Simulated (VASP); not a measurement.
Input of a VASP 6.6.1 run:

INCAR

```
PREC = Accurate ; ENCUT = 520
EDIFF = 1E-7 ; ISMEAR = 0
SIGMA = 1.0 ; LREAL = F
LASPH = T ; NELM = 60
ALGO = Normal ; ISIF = 3
LWAVE = F ; LCHARG = F
GGA = PE ; IBRION = 2
NSW = 80 ; EDIFFG = -0.002
```

The input KPOINTS:

```
regular mesh
0
Gamma
  18 18 18
```

POSCAR

```
NbP
1.0
   -1.6749232500      1.6749232500      5.7401081800
    1.6749232500     -1.6749232500      5.7401081800
    1.6749232500      1.6749232500     -5.7401081800
Nb P
2 2
Direct
    0.7498808000      0.7498808000      0.0000000000
    0.4998808000      0.9998808000      0.5000000000
    0.3327477700      0.3327477700      0.0000000000
    0.0827477800      0.5827477800      0.5000000000
```

Potentials or basis: VASP PAW PBE potentials, release 64 (Nb_sv, P).

The run is started by

```sh
$ cat potpaw_PBE.64/Nb_sv/POTCAR potpaw_PBE.64/P/POTCAR > POTCAR
$ mpirun -np 1 vasp_std > vasp.out
```

(1) Predict the relaxed cell.

(2) What does it give for the space group after relaxing (to 0.05 Å)?

(3) What does it give for the band gap on the k mesh?

(4) Estimate the relaxed volume.

Answers

(1) a = 6.230 Å, b = 6.230 Å, c = 6.230 Å, α = 148.86°, β = 148.86°, γ = 44.62°.

(2) I4_1md (No. 109).

(3) none (metal or under the smearing width).

(4) 16.12 Å³/atom.
